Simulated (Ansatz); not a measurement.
# How PbS answers to pressure

Space group C2/m (No. 12). a = 5.881 Å, b = 5.800 Å, c = 11.759 Å, α = 90.00°, β = 95.27°, γ = 90.00°
| atom | site | symmetry | x | y | z |
| --- | --- | --- | --- | --- | --- |
| Pb | 4i | m | 0.2756 | 0.5000 | 0.6364 |
| S | 4i | m | 0.7684 | 0.5000 | 0.5986 |

The runs use the primitive cell with vectors (2.941, -2.900, 0.000), (2.941, 2.900, 0.000), (-1.080, 0.000, 11.709) Å, to which the k mesh refers.

The cell is COD entry 2106944, as deposited and not checked against the literature; nothing was relaxed.

Spin–orbit coupling is left out, though it moves levels of the heavy atoms by tenths of an eV or more.

Theory: DFT, PBEsol, all-electron LAPW, scalar-relativistic (Ansatz 0.2.0).

Settings: a Γ-centred 7×7×3 k mesh, Fermi–Dirac smearing of 0.01 eV, basis error target 0.5 meV/atom, no spin polarisation.

The cell is scaled evenly with fractional coordinates held. Semilocal gaps are too small, but their slopes carry over better.

```tsv
V/V(cell)	P (GPa)	gap on the k mesh (eV)
0.9400	0.77	1.167
0.9600	0.09	1.207
0.9800	-0.52	1.245
0.9900	-0.80	1.262
1.0000	-1.07	1.278
1.0100	-1.32	1.294
1.0200	-1.56	1.309
1.0400	-1.99	1.337
```

Task: From the rows at 0.9900 and 1.0100, what is the bulk modulus at the cell's volume?

Result: B = −ΔP/Δln V = −[(-1.32) − (-0.80)]/0.02000 = 26.0 GPa. This is the modulus at -1.07 GPa, not at zero pressure.

Task: What are the gap's volume deformation potential and pressure coefficient?

Result: dEg/dln V = (1.294 − 1.262)/0.02000 = 1.60 eV, and dEg/dP = −(dEg/dln V)/B = -62 meV/GPa: pressure narrows the gap.

Task: Predict the row at V/V(cell) = 1.0600. How far is a linear estimate of P off?

Result: P = -2.39 GPa, gap 1.362 eV. The linear estimate P(cell) − B ln(V/V(cell)) = -2.58 GPa misses by 0.19 GPa, since the modulus falls on expansion.
